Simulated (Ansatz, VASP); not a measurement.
## Ga16As15HC (C-H pair in GaAs): VASP beside Ansatz

Wanted: the spread between two codes on one cell, functional and k mesh. The cell is taken from a series of runs on this material, whose earlier steps may have relaxed, scaled, displaced or heated it; both programs get it as it stands.

Calculated with Ansatz 0.2.0; plane waves, with VASP 6.6.1 beside it; single point at HSE06.

In doubt: the hybrid run may have settled on a false gap or state, so the values of those runs are not to be relied on; a hybrid run on one k-point, which bears on gaps, levels and energies.

## Step 1: The structure

The cell holds 33 atoms: 16 Ga, 15 As, 1 C and 1 H. Its edges and angles: a = 9.950 Å, b = 9.950 Å, c = 9.950 Å, α = 109.5°, β = 109.5°, γ = 109.5°. It derives from GaAs (GaAs (F-43m)). Nearest the centre at fractional (0.793, 0.500, 0.500): H33 at 0.37 Å, C32 at 0.80 Å, Ga15 at 2.36 Å, Ga16 at 2.36 Å, Ga10 at 2.37 Å, Ga3 at 2.64 Å, As24 at 3.78 Å, As18 at 3.78 Å.

## Step 2: Ansatz: single point, HSE06

Ansatz runs on its default PAW (the set named soft_2) files.

With cell and atoms fixed, the geometry can't cause a difference; cores, projectors, grids and the points listed under the comparison can.

The input, input.yaml:

```yaml
crystal:
  lattice:
    - [-5.74481616, 5.74481616, -5.74481616]
    - [5.74481616, 5.74481616, 5.74481616]
    - [5.74481616, -5.74481616, -5.74481616]
  atoms:
    - { symbol: Ga, position: [0.004411161, -0.000810056, -0.000880573] }
    - { symbol: Ga, position: [-0.0036031, 0.246448263, 0.751871641] }
    - { symbol: Ga, position: [0.058907146, 0.499676613, 0.499604614] }
    - { symbol: Ga, position: [-0.00359462, 0.75194457, 0.246379652] }
    - { symbol: Ga, position: [0.249627898, 0.005171618, 0.752841215] }
    - { symbol: Ga, position: [0.253526945, 0.24808811, 0.499608844] }
    - { symbol: Ga, position: [0.253514065, 0.499673558, 0.248008766] }
    - { symbol: Ga, position: [0.249633315, 0.752914553, 0.005098034] }
    - { symbol: Ga, position: [0.504899828, 0.000166688, 0.499606831] }
    - { symbol: Ga, position: [0.523624016, 0.287103981, 0.287037382] }
    - { symbol: Ga, position: [0.504902179, 0.499679325, 0.000103009] }
    - { symbol: Ga, position: [0.505119928, 0.751265509, 0.751197811] }
    - { symbol: Ga, position: [0.744142667, -0.005819962, 0.247346834] }
    - { symbol: Ga, position: [0.74413346, 0.247409329, -0.005889822] }
    - { symbol: Ga, position: [0.736194457, 0.49968082, 0.71217484] }
    - { symbol: Ga, position: [0.7361892, 0.712245222, 0.499607447] }
    - { symbol: As, position: [-0.008849969, -0.011852074, 0.742076838] }
    - { symbol: As, position: [0.000111998, 0.242883772, 0.499609339] }
    - { symbol: As, position: [9.8234e-05, 0.499675702, 0.242812628] }
    - { symbol: As, position: [-0.008846924, 0.742145801, -0.011925594] }
    - { symbol: As, position: [0.252049449, -0.001745362, 0.499608273] }
    - { symbol: As, position: [0.251173179, 0.251004733, 0.25093295] }
    - { symbol: As, position: [0.252048241, 0.49968029, -0.001818893] }
    - { symbol: As, position: [0.256909467, 0.756473994, 0.756400468] }
    - { symbol: As, position: [0.502692316, 0.011208576, 0.253609627] }
    - { symbol: As, position: [0.502682863, 0.253674516, 0.011133159] }
    - { symbol: As, position: [0.499850621, 0.499678474, 0.748288419] }
    - { symbol: As, position: [0.499839796, 0.748348039, 0.499601566] }
    - { symbol: As, position: [0.753473959, 0.001099606, 0.001032045] }
    - { symbol: As, position: [0.748684345, 0.257211529, 0.745608183] }
    - { symbol: C, position: [0.712311117, 0.499678912, 0.499611816] }
    - { symbol: As, position: [0.748690427, 0.745675656, 0.257139326] }
    - { symbol: H, position: [0.830683918, 0.499682692, 0.499613882] }
basis:
  ecutwfc: 420
  xc_grid: 2
hamiltonian:
  xc: hse06
kpoints:
  mp_grid: { grid: [1, 1, 1] }
scf:
  occupations: { method: fermi_dirac, width: 0.01 }
  max_iter: 120
output:
  forces: true
checkpoint:
  read: "../relax.run"
```

Launch:

```
> ansatz run input.yaml --threads 4 --pin off --max-ram 7536MiB --backend cpu --events-out ev --progress --plain --runs-dir out
```

Numbers of over 12 decimals in the logs are rounded to 6 here.

Log:

```text
Warning: at least one further symmetry operation maps every atom of the structure, as the run holds it, onto an atom to within 1.36e-5 (fractional), and is not used: to satisfy it, and what else the atoms miss by up to 2.00e-5, twice crystal.symmetry.tolerance (1.0e-5), an atom would have to move by the tolerance or more, and atoms are only ever moved by less. The run uses 1 unitary operations. The run imposes no operation that its atoms and lattice do not hold. Figures that only the operations left out would make equal are not made equal, and some can differ by far more than the structure misses those operations by: [rest of the remark cut]
Warning: checkpoint.read: the run can stay near the saved state's solution: 2 site(s) moved relative to the saved geometry (max |Δs| = 7.672e-3 fractional); the SCF starts from the saved state under `checkpoint.density_extrapolation: transplant`, in force with no word given; its orbitals are not used off its sites. A run without `checkpoint.read` takes nothing of the state. A lower free energy from it at the same positions (and U, V and field ramp, if any) shows a solution that this start missed, and an equal or higher one rules none out (checkpoint.read, Limitations, in the input reference)
exact exchange: scf.exx.singularity resolves to wigner_seitz, which cuts the screened interaction at the faces of the exchange supercell's Wigner-Seitz cell, so that each pair interacts once, at the shortest of its separations (the periodic images that this leaves out come, for a point-like exchange hole, to about 0.011 eV on a filled level). The cut falls within the interaction's reach, and what an exchange supercel [...]
Engine: ansatz 0.2.0, aarch64-unknown-linux-gnu
Pseudopotentials: kind: paw
Pseudopotential: Ga, paw, valence charge 13, recommended cutoff 420 eV (normal), Ga.paw.azcp
Pseudopotential: As, paw, valence charge 15, recommended cutoff 420 eV (normal), As.paw.azcp
Pseudopotential: C, paw, valence charge 4, recommended cutoff 420 eV (normal), C.paw.azcp
Pseudopotential: H, paw, valence charge 1, recommended cutoff 420 eV (normal), H.paw.azcp
Functional definition: HSE06
  parameter a = 0.25
  parameter omega = 0.11/bohr
  exchange = pbe_x - a*pbe_x_sr(omega) + a*exact_x_sr(omega)
  correlation = pbe_c
Crystal: 33 atoms, lattice volume = 758.383 Å³
Basis set: ecut = 420 eV, 14771 PW (Γ), exchange–correlation on 144×144×144 points (8 copies of the dense FFT grid, shifted against one another)
Bands: 263, of which v1, the nominal top of the filled ones, is band 219 counted from 1 (218 counted from 0)
Symmetry: 1 space group operations
Space group: P1 (ITA 1), of the structure as read, at distance tolerance 9.1e-5 Å
k-points: 1
Non-local potential: Ga, projectors of the file, l = 0: 2, l = 1: 2, l = 2: 3, l = 3: 1
Non-local potential: As, projectors of the file, l = 0: 2, l = 1: 2, l = 2: 3, l = 3: 1
Non-local potential: C, projectors of the file, l = 0: 2, l = 1: 2, l = 2: 1
Non-local potential: H, projectors of the file, l = 0: 2, l = 1: 1
PAW form: soft (Blöchl's): semilocal exchange-correlation on the pseudo side does not see the compensation charge
PAW frozen core: Ga, regenerated for the run's functional, and the local potential with it (the file was generated under x = pbe(κ = 0.804, μ = 0.219515), c = pbe(β = 0.066725))
PAW frozen core: As, regenerated for the run's functional, and the local potential with it (the file was generated under x = pbe(κ = 0.804, μ = 0.219515), c = pbe(β = 0.066725))
[...]
SCF iter   3: F=—  HF=-133668.650509 eV  |F-HF|=—  |Δ(HF+E_count)|=   1.52e-1  Δρ=1.78e-3  dr2=1.09e-2  ethr=1.49e-9  ⟨swp⟩=6.0  Hψ=1320  notcnv=0
SCF iter   4: F=—  HF=-133668.645557 eV  |F-HF|=—  |Δ(HF+E_count)|=   4.95e-3  Δρ=5.32e-4  dr2=1.64e-3  ethr=1.49e-9  ⟨swp⟩=5.0  Hψ=1170  notcnv=0
SCF iter   5: F=—  HF=-133668.649739 eV  |F-HF|=—  |Δ(HF+E_count)|=   4.18e-3  Δρ=3.57e-4  dr2=2.57e-3  ethr=1.49e-9  ⟨swp⟩=9.0  Hψ=1109  notcnv=0
SCF iter   6: F=—  HF=-133668.649241 eV  |F-HF|=—  |Δ(HF+E_count)|=   4.99e-4  Δρ=1.02e-4  dr2=3.99e-4  ethr=1.49e-9  ⟨swp⟩=5.0  Hψ=1058  notcnv=0
SCF iter   7: F=-133668.649146 eV  HF=-133668.649150 eV  |F-HF|=3.20e-6  |Δ(HF+E_count)|=   9.09e-5  Δρ=2.93e-5  dr2=1.77e-5  ethr=1.49e-9  ⟨swp⟩=4.0  Hψ=948  notcnv=0
SCF 2 stopped early in 7 iterations: F = -133668.649146 eV  dr2 = 1.77e-5
  Residual-converged pass: ⟨swp⟩=3.0  Hψ=492  notcnv=0  max |occ|·‖R‖ = 5.6e-6 eV (tolerance 6.7e-6 eV)  dr2=1.77e-5  dr2_onsite=8.14e-7  max |Δocc| = 0.0e0
  greatest PAW one-centre occupation: 0.999 electrons in one spin orbital (limit 2), on the As atom at site 17 (counted from 0), in its partial waves of l = 2
hybrid outer 1: dexx = +1.805e-1 eV, tail = 7.51e-4 eV
Exchange kernel: α = 0.2500, screened, ω = 0.2079 Å⁻¹, Wigner–Seitz truncation, v(0) = 871.2260 eV·Å³, q-mesh 1×1×1, nearest image of the exchange supercell L = 9.95 Å, pair-density grid 40×40×40, without the augmentation charges, whose exchange is taken in its separable form (sized by the pseudopotential files, 60×60×60 at the most)
Frozen-core exchange: fock
SCF iter   1: F=—  HF=-133668.649570 eV  |F-HF|=—  |Δ(HF+E_count)|=         —  Δρ=6.58e-5  dr2=3.10e-5  ethr=8.58e-7  ⟨swp⟩=11.0  Hψ=724  notcnv=0
preconditioner: auto → none  [insulator: Δε(μ)=1.057 eV  Ē_g=16.845 eV  σ=0.010 eV  W_gap=1.00  n_scr=200 (ndim 8)  ℏωp=22.9 eV  f_vac=0.102  D(μ)=0.00/eV (n_scr^D=0)]
SCF iter   2: F=—  HF=-133668.649576 eV  |F-HF|=—  |Δ(HF+E_count)|=   5.60e-6  Δρ=3.13e-5  dr2=8.53e-6  ethr=6.34e-9  ⟨swp⟩=4.0  Hψ=776  notcnv=0
SCF iter   3: F=—  HF=-133668.649591 eV  |F-HF|=—  |Δ(HF+E_count)|=   1.58e-5  Δρ=2.15e-5  dr2=4.60e-6  ethr=1.24e-9  ⟨swp⟩=7.0  Hψ=750  notcnv=0  defer=12
SCF iter   4: F=—  HF=-133668.649591 eV  |F-HF|=—  |Δ(HF+E_count)|=   9.56e-7  Δρ=4.63e-6  dr2=4.96e-7  ethr=9.48e-10  ⟨swp⟩=9.0  Hψ=594  notcnv=0  defer=2
SCF iter   5: F=—  HF=-133668.649591 eV  |F-HF|=—  |Δ(HF+E_count)|=   2.55e-7  Δρ=3.46e-6  dr2=1.54e-7  ethr=9.83e-11  ⟨swp⟩=7.0  Hψ=759  notcnv=0  defer=18
SCF iter   6: F=—  HF=-133668.649591 eV  |F-HF|=—  |Δ(HF+E_count)|=   4.74e-8  Δρ=9.60e-7  dr2=1.37e-8  ethr=2.99e-11  ⟨swp⟩=4.0  Hψ=626  notcnv=0  defer=18
SCF iter   7: F=—  HF=-133668.649591 eV  |F-HF|=—  |Δ(HF+E_count)|=   4.20e-8  Δρ=9.09e-7  dr2=1.61e-8  ethr=1.98e-12 (applied; sched 1.30e-12)  ⟨swp⟩=5.0  Hψ=798  notcnv=0  defer=18
SCF iter   8: F=—  HF=-133668.649591 eV  |F-HF|=—  |Δ(HF+E_count)|=   3.49e-9  Δρ=2.27e-7  dr2=1.89e-9  ethr=1.95e-12 (applied; sched 1.30e-12)  ⟨swp⟩=5.0  Hψ=598  notcnv=0  defer=14
SCF iter   9: F=-133668.649591 eV  HF=-133668.649591 eV  |F-HF|=2.33e-10  |Δ(HF+E_count)|=   1.78e-9  Δρ=2.13e-7  dr2=3.90e-10  ethr=1.91e-12 (applied; sched 1.00e-12)  ⟨swp⟩=11.0  Hψ=606  notcnv=0
SCF 3 converged in 9 iterations: F = -133668.649591 eV  dr2 = 3.90e-10
  Residual-converged pass: ⟨swp⟩=3.0  Hψ=682  notcnv=0  max |occ|·‖R‖ = 4.4e-7 eV (tolerance 6.0e-7 eV)  dr2=4.25e-10  dr2_onsite=5.44e-11  max |Δocc| = 0.0e0
hybrid outer 2: dexx = +1.918e-5 eV, tail = 3.25e-7 eV, Δε = 3.19e-3 eV (about 9.37e-5 eV left of the loop's levels), ΔF = 4.71e-3 eV/Å (tail 8.14e-4)
WARN: the filled states extend beyond the cell (their overlap across the Brillouin zone is 0.374, against 0 in a metal and nearly 1 for localised states). With one k-point a hybrid's gap, moments and forces can then be wrong. Use a denser k-mesh, or a larger cell for a defect
hybrid SCF converged: 2 outer / 16 inner (+9 warm-up), last move |dexx| = 1.92e-5 eV, tail = 3.25e-7 eV
Stability not checked: this state was not tested for a lower state beside it, because the functional holds exact exchange (a hybrid, or Hartree-Fock), whose exchange loop this test does not read (fock_operator; see scf.lower_state_search)
Free energy (F): -133668.649590 eV
Frozen-core exchange: fock
Harris-Foulkes:  -133668.649590 eV  (|F-HF|=2.33e-10)
Internal energy: -133668.649590 eV  (E = F + TS)
E sigma→0 (E₀):  -133668.649590 eV
Fermi energy:    7.403567 eV
--- Per-component energies (eV) ---
  E_band       = -6218.548913
  E_kinetic    = 3460.742322
  E_local      = -62767.265470  (includes V_loc(G=0)·N_el)
  E_nonlocal   = -3208.557965
  E_hartree    = 31445.887514
  E_xc         = -1878.404147
  E_vxc        = -1735.526680  (∫ρ·V_xc dr)
  E_exx        = -1696.910734  (= α·E_x^exact, valence–valence)
  E_paw        = -58264.599581  (= ΣΔE_a)
  E_vpaw       = -1465.892078  (= ΣTr[D̂ρ^β])
  E_aug_tail   = -0.002903  (compensation charges beyond the density's cutoff)
  E_ewald      = -40749.913693
  E_core_change = -9.624939  (= ΣΔE_core)
  E_smearing   = -0.000000  (= −TS)
  E_closure    = 0.000006  (closes the sum)
  Σ components = -133668.649590   (vs F -133668.649590, Δ=2.91e-11)
--- Forces (eV/Å), atoms counted from 1 ---
  atom   1  Ga    -0.00106592    -0.00083820     0.00071120
  atom   2  Ga    -0.00193397     0.00441879     0.00452371
  atom   3  Ga     0.02157204    -0.02149079     0.02110015
  atom   4  Ga    -0.00201650    -0.00457485    -0.00413189
  atom   5  Ga    -0.00448340    -0.00449840    -0.00161470
  atom   6  Ga     0.00505421    -0.01428315     0.00494774
  atom   7  Ga     0.00512774    -0.00496439     0.01429691
  atom   8  Ga    -0.00425239     0.00162850     0.00441902
  atom   9  Ga     0.00086088     0.00100353     0.00071868
  atom  10  Ga    -0.04139771    -0.00266060     0.00285409
  atom  11  Ga     0.00065730    -0.00081027    -0.00085779
  atom  12  Ga     0.01440543    -0.00493659     0.00512471
  atom  13  Ga     0.00466387     0.00436658    -0.00172823
  atom  14  Ga     0.00461019     0.00185467    -0.00421164
  atom  15  Ga     0.00323490    -0.00334045    -0.04190134
  atom  16  Ga     0.00292951     0.04165768     0.00296227
  atom  17  As    -0.00425042    -0.00066967     0.00168884
  atom  18  As    -0.02128112    -0.00722197    -0.02121249
  atom  19  As    -0.02167098     0.02161041     0.00709603
  atom  20  As    -0.00408507    -0.00150868     0.00050024
  atom  21  As    -0.00034509     0.00364174    -0.00053803
  atom  22  As     0.00313905     0.00636244    -0.00644199
  atom  23  As    -0.00031281     0.00035153    -0.00364563
  atom  24  As     0.00716575     0.02115380    -0.02111552
  atom  25  As     0.00072280     0.00405044     0.00195340
  atom  26  As     0.00099641    -0.00195196    -0.00438550
  atom  27  As    -0.00661278     0.00641922     0.00334514
  atom  28  As    -0.00643045    -0.00318364    -0.00652600
  atom  29  As    -0.00358534     0.00044120    -0.00039071
  atom  30  As     0.00162538     0.00405988     0.00068404
  atom  31  C     -1.08416748     1.08388820    -1.08321770
  atom  32  As     0.00202980    -0.00083531    -0.00415842
  atom  33  H      1.12947805    -1.12956526     1.12953722
  max |Σ_I F_I| component: 4.26e-4 eV/Å
--- Band table (eV) ---
  k-point 0: bands = [... 215 lower, 5.9735, 6.8127, 6.8714, 6.8714, 7.9287]
  guard bands above this table: 43 of the run's 263 bands. The solve was not asked for them (output.publish_guard_bands: true or output.eigenvalues: true publishes all)
```

In the SCF lines HF is the Harris–Foulkes energy and dr2 the Hartree energy of the density residual, in eV; the loop may stop once dr2 is under the threshold and the program's other checks hold. Hψ counts applications of the Hamiltonian.

(Part 1 of 2 ends here.)

[Lines on the potential files, build, host, timing and source positions are cut from VASP's logs without a mark.]

[Logs are printed without paths, hosts, clocks, repeated set-up lines and the standing remarks that a program may print on its own settings, such as how far it seeks lower states.]

[Hosts, paths, dates, database ids (printed as entryN), source tags and the programs' standing remarks are cut or masked in the printed files.]
